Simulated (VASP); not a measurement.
Runs of VASP 6.6.1 on BeTe. Symmetry: F-43m, No. 216, cubic system. Conventional cell: a = 5.540 Å, b = 5.540 Å, c = 5.540 Å, α = 90.00°, β = 90.00°, γ = 90.00°. Be (site symmetry -43m) has 4 Te at 2.40 Å as nearest neighbours. Te (site symmetry -43m) has 4 Be at 2.40 Å as nearest neighbours. 

```csv
task,level,potentials or basis,spin,cell,k mesh,cutoff (eV),gap on the mesh (eV),pressure (GPa)
relaxation of cell and atoms,PBEsol,"VASP PAW PBE potentials, release 64 (Be, Te)",off,relaxed,8 × 8 × 8,600,1.83,0.0
band structure,LDA,"VASP PAW LDA potentials, release 64 (Be, Te)",off,"F-43m, 22.1 Å³/atom",8 × 8 × 8,520,1.84,(a)
band structure,TB-mBJ,"VASP PAW PBE potentials, release 64 (Be, Te)",off,"F-43m, 22.1 Å³/atom",8 × 8 × 8,520,2.64,-
band structure,r2SCAN,"VASP PAW PBE potentials, release 64 (Be, Te)",off,"F-43m, 22.1 Å³/atom",8 × 8 × 8,520,(b),1.7
```

Alike in all rows: smearing gaussian 0.03 eV.

Problem. Fill in the values left out.

Solution. (a) -1.6; (b) 2.31.

Caveats: spin-orbit coupling is left out, which moves the levels of the heavy elements; the PAW data sets were made with another functional, which shifts forces and pressure a little (some runs).

A k mesh can miss the band edges, and the runs leave out spin-orbit coupling on Te.

Runs at the PBE level aren't shown here.
